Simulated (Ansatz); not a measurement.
# CuCl2 (I4/mmm) in Ansatz: a series of runs

The runs below take CuCl2 through single point, equation of state, with PBEsol.

Program: Ansatz 0.2.0. These are calculated values, not measurements. Logs are shortened: lines on timing, memory, paths and dates and some standing lists are left out, and cuts for length are marked.

**1. Starting point**

Symmetry: I4/mmm, No. 139, tetragonal system. Conventional cell: a = 4.510 Å, b = 4.510 Å, c = 13.720 Å, α = 90.00°, β = 90.00°, γ = 90.00°. Cu (site symmetry 4/mmm) is surrounded by 4 Cl at 2.25 Å. Around Cl (site symmetry mmm) lie 2 Cu at 2.25 Å.

Measurements of this composition are mostly on another form, of space group No. 12.

**2. Single point, PBEsol, 43.71 Å³/atom (volume scaled by 0.94)**

input.yaml reads:

```yaml
crystal:
  lattice:
    - [-2.2088285535, 2.2088285535, 6.7198656859]
    - [2.2088285535, -2.2088285535, 6.7198656859]
    - [2.2088285535, 2.2088285535, -6.7198656859]
  atoms:
    - { symbol: Cu, position: [0.0, 0.0, 0.0] }
    - { symbol: Cl, position: [0.0, 0.5, 0.5] }
    - { symbol: Cl, position: [0.5, 0.0, 0.5] }
hamiltonian:
  xc: pbesol
  pseudopotentials: { kind: paw }
kpoints:
  mp_grid: { grid: [8, 8, 8] }
scf:
  occupations: { method: fermi_dirac, width: 0.05 }
output:
  forces: true
  stress: true
  eigenvalues: true
```

Potentials or basis: Ansatz PAW.

Run with:

```
> ansatz run input.yaml --threads 2 --pin off --max-ram 5632MiB --backend cpu --events-out ev --progress --plain --runs-dir out
```

The program printed:

```text
Warning: RAYON_NUM_THREADS=2 ignored (pool sized by the plan → 2); use --threads N
basis.fft_grid_basis auto: the FFT boxes are laid along the combinations [[1, 0, 1], [0, 1, 1], [0, 0, 1]] of the cell's own vectors, 4.418, 4.418 and 7.410 Å long. The dense box has 30×30×50 points. Along the cell's own vectors, as sized, it would have 50×50×50, 2.78 times as many. Of the 16 symmetry operations that the crystal satisfies within crystal.symmetry.tolerance (time reversal apart; of a slab, those that keep its plane) the dense box along the cell's own vectors carries 16, and the one as laid loses 12 of those. basis.fft_grid_basis: typed keeps the cell's own vectors: state it where this run's energies or levels are differenced outside the engine with another run's, or held beside a run that keeps those vectors.
Engine: ansatz 0.2.0, x86_64-unknown-linux-gnu
Pseudopotentials: kind: paw
Pseudopotential: Cu, paw, valence charge 19, recommended cutoff 420 eV (normal), Cu.paw.azcp
Pseudopotential: Cl, paw, valence charge 7, recommended cutoff 420 eV (normal), Cl.paw.azcp
Functional definition: PBEsol
  exchange = pbesol_x
  correlation = pbesol_c
Crystal: 3 atoms, lattice volume = 131.143 Å³
Basis set: ecut = 420 eV, 2607 PW (Γ), FFT grids on a1+a3, a2+a3, a3, exchange–correlation on 60×60×100 points (8 copies of the dense FFT grid, shifted against one another)
Bands: 21, of which v1, the nominal top of the filled ones, is band 17 counted from 1 (16 counted from 0)
Symmetry: 16 space group operations
Space group: I4/mmm (ITA 139), of the structure as read, at distance tolerance 5.1e-5 Å
k-points: 59 of 512
Non-local potential: Cu, projectors of the file, l = 0: 3, l = 1: 2, l = 2: 3, l = 3: 1
Non-local potential: Cl, projectors of the file, l = 0: 2, l = 1: 2, l = 2: 2
PAW form: soft (Blöchl's): semilocal exchange-correlation on the pseudo side does not see the compensation charge
PAW frozen core: Cu, regenerated for the run's functional, and the local potential with it (the file was generated under x = pbe(κ = 0.804, μ = 0.2195149727645171), c = pbe(β = 0.06672455060314922))
PAW frozen core: Cl, regenerated for the run's functional, and the local potential with it (the file was generated under x = pbe(κ = 0.804, μ = 0.2195149727645171), c = pbe(β = 0.06672455060314922))
PAW one-centre angular grid: Cu, 590 points (default); XC on 64 Gauss nodes
PAW one-centre angular grid: Cl, 110 points (default); XC on 64 Gauss nodes
Initial density: superposition of atomic densities (neutral atoms: chi_scale 0, normalization atom), corrected by the library's trained network
Initial wavefunctions: pseudopotential atomic-orbital guess
Functional: x = pbesol(κ = 0.804, μ = 0.12345679012345678), c = pbesol(β = 0.046)
SCF iter   1: F=—  HF=-8711.215034 eV  |F-HF|=—  |Δ(HF+E_count)|=         —  Δρ=7.16e-3  dr2=8.06e-2  ethr=1.77e-3  ⟨swp⟩=7.4  Hψ=6926  notcnv=0
preconditioner: auto → LDOS  [insulator: Δε(μ)=0.181 eV  Ē_g=10.567 eV  σ=0.050 eV  W_gap=0.56  n_scr=24 (ndim 8)  ℏωp=16.2 eV  f_vac=0.515  D(μ)=1.04/eV (n_scr^D=2)  ε∞_Penn≈3.4  β→1.0]
SCF iter   2: F=—  HF=-8711.195517 eV  |F-HF|=—  |Δ(HF+E_count)|=   1.95e-2  Δρ=2.31e-3  dr2=9.65e-3  ethr=2.44e-4  ⟨swp⟩=2.7  Hψ=2679  notcnv=0  defer=10
SCF iter   3: F=—  HF=-8711.197032 eV  |F-HF|=—  |Δ(HF+E_count)|=   1.52e-3  Δρ=1.78e-3  dr2=2.28e-3  ethr=2.93e-5  ⟨swp⟩=2.0  Hψ=2215  notcnv=0  defer=10
SCF iter   4: F=—  HF=-8711.196408 eV  |F-HF|=—  |Δ(HF+E_count)|=   6.24e-4  Δρ=2.20e-4  dr2=3.50e-5  ethr=6.92e-6  ⟨swp⟩=2.0  Hψ=1921  notcnv=0  defer=10
SCF iter   5: F=—  HF=-8711.196412 eV  |F-HF|=—  |Δ(HF+E_count)|=   4.51e-6  Δρ=1.78e-4  dr2=3.70e-5  ethr=1.06e-7  ⟨swp⟩=2.0  Hψ=2176  notcnv=0  defer=10
SCF iter   6: F=—  HF=-8711.196409 eV  |F-HF|=—  |Δ(HF+E_count)|=   3.42e-6  Δρ=7.32e-5  dr2=6.14e-6  ethr=1.06e-7  ⟨swp⟩=1.0  Hψ=1230  notcnv=0  defer=10
SCF iter   7: F=—  HF=-8711.196408 eV  |F-HF|=—  |Δ(HF+E_count)|=   6.21e-7  Δρ=1.13e-5  dr2=1.56e-7  ethr=1.86e-8  ⟨swp⟩=1.5  Hψ=1477  notcnv=0  defer=10
SCF iter   8: F=-8711.196408 eV  HF=-8711.196408 eV  |F-HF|=6.91e-11  |Δ(HF+E_count)|=   5.45e-9  Δρ=3.54e-7  dr2=1.26e-10  ethr=3.03e-10  ⟨swp⟩=5.7  Hψ=5038  notcnv=0
SCF 1 converged in 8 iterations: F = -8711.196408 eV  dr2 = 1.26e-10
SCF converged after 8 iterations
Free energy (F): -8711.196408 eV
Harris-Foulkes:  -8711.196408 eV  (|F-HF|=6.91e-11)
Internal energy: -8711.180729 eV  (E = F + TS)
E sigma→0 (E₀):  -8711.188569 eV
Entropy (-TS):   -0.015679 eV (-5.226 meV/atom)
Fermi energy:    -1.469295 eV
--- Per-component energies (eV) ---
  E_band       = -787.322580
  E_kinetic    = 619.848986
  E_local      = -9414.067533  (includes V_loc(G=0)·N_el)
  E_nonlocal   = 455.695890
  E_hartree    = 4178.361223
  E_xc         = -298.027633
  E_vxc        = -354.184199  (∫ρ·V_xc dr)
  E_paw        = -2914.028895  (= ΣΔE_a)
  E_vpaw       = -451.337793  (= ΣTr[D̂ρ^β])
  E_aug_tail   = 0.000431  (compensation charges beyond the density's cutoff)
  E_ewald      = -1339.326264
  E_core_change = 0.363066  (= ΣΔE_core)
  E_smearing   = -0.015679  (= −TS)
  E_closure    = 0.000000  (closes the sum)
  Σ components = -8711.196408   (vs F -8711.196408, Δ=0.00e0)
--- Forces (eV/Å), atoms counted from 1 ---
  atom   1  Cu     0.00000000     0.00000000     0.00000000
  atom   2  Cl     0.00000000     0.00000000     0.00000000
  atom   3  Cl    -0.00000000     0.00000000     0.00000000
  max |Σ_I F_I| component: 4.73e-30 eV/Å
--- Stress (GPa, compression-positive) ---
        0.875983       0.000000       0.000000
        0.000000       0.875983      -0.000000
        0.000000       0.000000      -0.009709
  P = ⅓ Tr σ = 0.5808 GPa (5.808 kbar)
--- Band table (eV; the first three rows and the last of 59) ---
  k-point 0: bands = ["-112.8407", "-70.5698", "-70.5698", "-70.0054", "-16.3996", "-15.0816", "-5.6072", "-5.6072", "-4.0756", "-3.6392", "-3.2418", "-3.1675", "-3.1675", "-2.9280", "-2.5508", "-2.1990", "-2.1990", "1.7768", "4.2666", "6.6126", "7.4024"]
  k-point 1: bands = ["-112.8406", "-70.5698", "-70.5698", "-70.0053", "-16.2920", "-15.1546", "-5.9663", "-5.6699", "-4.1152", "-3.9509", "-3.4318", "-3.0345", "-2.9847", "-2.8894", "-2.3951", "-2.3347", "-1.8398", "2.4591", "4.5482", "6.1093", "7.8547"]
  k-point 2: bands = ["-112.8406", "-70.5699", "-70.5699", "-70.0054", "-16.0104", "-15.3224", "-6.7676", "-5.8463", "-4.8051", "-4.1727", "-3.8252", "-2.7751", "-2.5429", "-2.4650", "-2.3555", "-2.0547", "-0.9889", "3.8850", "5.0207", "5.4152", "7.6118"]
  k-point 58: bands = ["-112.8406", "-70.5698", "-70.5698", "-70.0053", "-16.3995", "-15.0816", "-5.6075", "-5.6075", "-4.0966", "-3.6392", "-3.2419", "-3.1673", "-3.1673", "-2.9243", "-2.5476", "-2.1990", "-2.1990", "1.8553", "4.6907", "5.7926", "8.1244"]
```

Run time: 6.4 s. Hardware: 2 threads of Intel Xeon at 2.70GHz, shared host; peak memory 0.48 GiB.

What came out:

```
Free energy            : -8711.1964 eV
Pressure               : 0.6 GPa
Band gap on the k mesh : none (metal or under the smearing width)
```

Caveat: an odd number of electrons without spin polarisation forces a metal; a magnetic or distorted state may lie lower; the run has no spin polarisation, though such a crystal can be magnetic; semilocal functionals often make such compounds metallic where correlation or magnetic order opens a gap, which also shifts bond lengths; the PAW data sets come from PBE, with cores solved anew for the run's functional, which leaves a small shift of forces and pressure.

**3. Single point, PBEsol, 44.64 Å³/atom (volume scaled by 0.96)**

Edit input.yaml of step 2 so:

```diff
@@ -2,5 +2,5 @@
   lattice:
-    - [-2.2088285535, 2.2088285535, 6.7198656859]
-    - [2.2088285535, -2.2088285535, 6.7198656859]
-    - [2.2088285535, 2.2088285535, -6.7198656859]
+    - [-2.2243841967, 2.2243841967, 6.7671902429]
+    - [2.2243841967, -2.2243841967, 6.7671902429]
+    - [2.2243841967, 2.2243841967, -6.7671902429]
   atoms:
@@ -20 +20,5 @@
   eigenvalues: true
+  write_density: true
+  write_potential: true
+  elf: true
+  volumetric_format: npy
```

Potentials or basis: Ansatz PAW.

Run with:

```
> ansatz run input.yaml --threads 2 --pin off --max-ram 5632MiB --backend cpu --events-out ev --progress --plain --runs-dir out
```

Wall time 8.9 s (2 threads of Intel Xeon at 2.70GHz, shared host); peak memory 0.55 GiB.

Results (log left out):

- Free energy: -8711.2016 eV
- Pressure: 0.0 GPa
- Band gap on the k mesh: none (metal or under the smearing width)

Caveat: an odd number of electrons without spin polarisation forces a metal; a magnetic or distorted state may lie lower; the run has no spin polarisation, though such a crystal can be magnetic; semilocal functionals often make such compounds metallic where correlation or magnetic order opens a gap, which also shifts bond lengths; the PAW data sets come from PBE, with cores solved anew for the run's functional, which leaves a small shift of forces and pressure.

**4. Single point, PBEsol, 45.57 Å³/atom (volume scaled by 0.98)**

input.yaml reads:

```yaml
crystal:
  lattice:
    - [-2.2397252621, 2.2397252621, 6.8138619953]
    - [2.2397252621, -2.2397252621, 6.8138619953]
    - [2.2397252621, 2.2397252621, -6.8138619953]
  atoms:
    - { symbol: Cu, position: [0.0, 0.0, 0.0] }
    - { symbol: Cl, position: [0.0, 0.5, 0.5] }
    - { symbol: Cl, position: [0.5, 0.0, 0.5] }
hamiltonian:
  xc: pbesol
  pseudopotentials: { kind: paw }
kpoints:
  mp_grid: { grid: [8, 8, 8] }
scf:
  occupations: { method: fermi_dirac, width: 0.05 }
output:
  forces: true
  stress: true
  eigenvalues: true
```

Run with:

```
> ansatz run input.yaml --threads 2 --pin off --max-ram 5632MiB --backend cpu --events-out ev --progress --plain --runs-dir out
```

Wall time 6.6 s (2 threads of Intel Xeon at 2.70GHz, shared host); peak memory 0.48 GiB.

Results (log left out):

* Free energy: -8711.1976 eV
* Pressure: -0.5 GPa
* Band gap on the k mesh: none (metal or under the smearing width)

Caveat: an odd number of electrons without spin polarisation forces a metal; a magnetic or distorted state may lie lower; the run has no spin polarisation, though such a crystal can be magnetic; semilocal functionals often make such compounds metallic where correlation or magnetic order opens a gap, which also shifts bond lengths; the PAW data sets come from PBE, with cores solved anew for the run's functional, which leaves a small shift of forces and pressure.

**5. Single point, PBEsol, 46.50 Å³/atom**

Edit input.yaml of step 4 so:

```diff
@@ -2,5 +2,5 @@
   lattice:
-    - [-2.2397252621, 2.2397252621, 6.8138619953]
-    - [2.2397252621, -2.2397252621, 6.8138619953]
-    - [2.2397252621, 2.2397252621, -6.8138619953]
+    - [-2.254859, 2.254859, 6.859903]
+    - [2.254859, -2.254859, 6.859903]
+    - [2.254859, 2.254859, -6.859903]
   atoms:
```

Run with:

```
> ansatz run input.yaml --threads 2 --pin off --max-ram 5632MiB --backend cpu --events-out ev --progress --plain --runs-dir out
```

It took 8.2 s on 2 threads of Intel Xeon at 2.70GHz, shared host; peak memory 0.49 GiB.

Results (log left out):

```yaml
Free_energy: -8711.1855 eV
Pressure: -0.9 GPa
Band_gap_on_the_k_mesh: none (metal or under the smearing width)
```

Caveat: an odd number of electrons without spin polarisation forces a metal; a magnetic or distorted state may lie lower; the run has no spin polarisation, though such a crystal can be magnetic; semilocal functionals often make such compounds metallic where correlation or magnetic order opens a gap, which also shifts bond lengths; the PAW data sets come from PBE, with cores solved anew for the run's functional, which leaves a small shift of forces and pressure.

**6. Single point, PBEsol, 47.43 Å³/atom (volume scaled by 1.02)**

Edit input.yaml of step 5 so:

```diff
@@ -2,5 +2,5 @@
   lattice:
-    - [-2.254859, 2.254859, 6.859903]
-    - [2.254859, -2.254859, 6.859903]
-    - [2.254859, 2.254859, -6.859903]
+    - [-2.2697922763, 2.2697922763, 6.9053341452]
+    - [2.2697922763, -2.2697922763, 6.9053341452]
+    - [2.2697922763, 2.2697922763, -6.9053341452]
   atoms:
@@ -20 +20,5 @@
   eigenvalues: true
+  write_density: true
+  write_potential: true
+  elf: true
+  volumetric_format: npy
```

Potentials or basis: Ansatz PAW.

Run with:

```
> ansatz run input.yaml --threads 2 --pin off --max-ram 5632MiB --backend cpu --events-out ev --progress --plain --runs-dir out
```

Wall time 9.2 s (2 threads of Intel Xeon at 2.70GHz, shared host); peak memory 0.56 GiB.

It converged, with:

```
Free energy            : -8711.1662 eV
Pressure               : -1.3 GPa
Band gap on the k mesh : none (metal or under the smearing width)
```

Caveat: an odd number of electrons without spin polarisation forces a metal; a magnetic or distorted state may lie lower; the run has no spin polarisation, though such a crystal can be magnetic; semilocal functionals often make such compounds metallic where correlation or magnetic order opens a gap, which also shifts bond lengths; the PAW data sets come from PBE, with cores solved anew for the run's functional, which leaves a small shift of forces and pressure.

**7. Single point, PBEsol, 48.36 Å³/atom (volume scaled by 1.04)**

input.yaml reads:

```yaml
crystal:
  lattice:
    - [-2.2845316001, 2.2845316001, 6.9501752337]
    - [2.2845316001, -2.2845316001, 6.9501752337]
    - [2.2845316001, 2.2845316001, -6.9501752337]
  atoms:
    - { symbol: Cu, position: [0.0, 0.0, 0.0] }
    - { symbol: Cl, position: [0.0, 0.5, 0.5] }
    - { symbol: Cl, position: [0.5, 0.0, 0.5] }
hamiltonian:
  xc: pbesol
  pseudopotentials: { kind: paw }
kpoints:
  mp_grid: { grid: [8, 8, 8] }
scf:
  occupations: { method: fermi_dirac, width: 0.05 }
output:
  forces: true
  stress: true
  eigenvalues: true
```

Run with:

```
> ansatz run input.yaml --threads 2 --pin off --max-ram 5632MiB --backend cpu --events-out ev --progress --plain --runs-dir out
```

Wall time 6.8 s (2 threads of Intel Xeon at 2.70GHz, shared host); peak memory 0.49 GiB.

The run converged. Its results:

```
Free energy            : -8711.1406 eV
Pressure               : -1.6 GPa
Band gap on the k mesh : none (metal or under the smearing width)
```

Caveat: an odd number of electrons without spin polarisation forces a metal; a magnetic or distorted state may lie lower; the run has no spin polarisation, though such a crystal can be magnetic; semilocal functionals often make such compounds metallic where correlation or magnetic order opens a gap, which also shifts bond lengths; the PAW data sets come from PBE, with cores solved anew for the run's functional, which leaves a small shift of forces and pressure.

**8. Single point, PBEsol, 49.29 Å³/atom (volume scaled by 1.06)**

Edit input.yaml of step 7 so:

```diff
@@ -2,5 +2,5 @@
   lattice:
-    - [-2.2845316001, 2.2845316001, 6.9501752337]
-    - [2.2845316001, -2.2845316001, 6.9501752337]
-    - [2.2845316001, 2.2845316001, -6.9501752337]
+    - [-2.2990831492, 2.2990831492, 6.9944450594]
+    - [2.2990831492, -2.2990831492, 6.9944450594]
+    - [2.2990831492, 2.2990831492, -6.9944450594]
   atoms:
```

Run with:

```
> ansatz run input.yaml --threads 2 --pin off --max-ram 5632MiB --backend cpu --events-out ev --progress --plain --runs-dir out
```

Wall time 6.6 s (2 threads of Intel Xeon at 2.70GHz, shared host); peak memory 0.49 GiB.

Results (log left out):

* Free energy: -8711.1095 eV
* Pressure: -1.9 GPa
* Band gap on the k mesh: none (metal or under the smearing width)

Caveat: an odd number of electrons without spin polarisation forces a metal; a magnetic or distorted state may lie lower; the run has no spin polarisation, though such a crystal can be magnetic; semilocal functionals often make such compounds metallic where correlation or magnetic order opens a gap, which also shifts bond lengths; the PAW data sets come from PBE, with cores solved anew for the run's functional, which leaves a small shift of forces and pressure.

**9. Equation of state, PBEsol**

Potentials or basis: Ansatz PAW.

This step only gathers the single runs of the series.

Results:

```yaml
Equilibrium_volume: 44.68 Å³/atom
Bulk_modulus_at_fixed_shape_and_positions: 25 GPa
Pressure_derivative_of_the_bulk_modulus: 4.9
```

Energy against volume, from the lowest point:
```
volume (Å³/atom)  energy (meV/atom)
          43.714               1.72
          44.644               0.00
          45.574               1.33
          46.505               5.36
          47.435              11.78
          48.365              20.31
          49.295              30.70
```

Caveat: the cell was scaled at fixed shape and fractional positions, which overstates the stiffness of a crystal with free parameters, most of all of layers and chains; the run has no spin polarisation, though such a crystal can be magnetic.
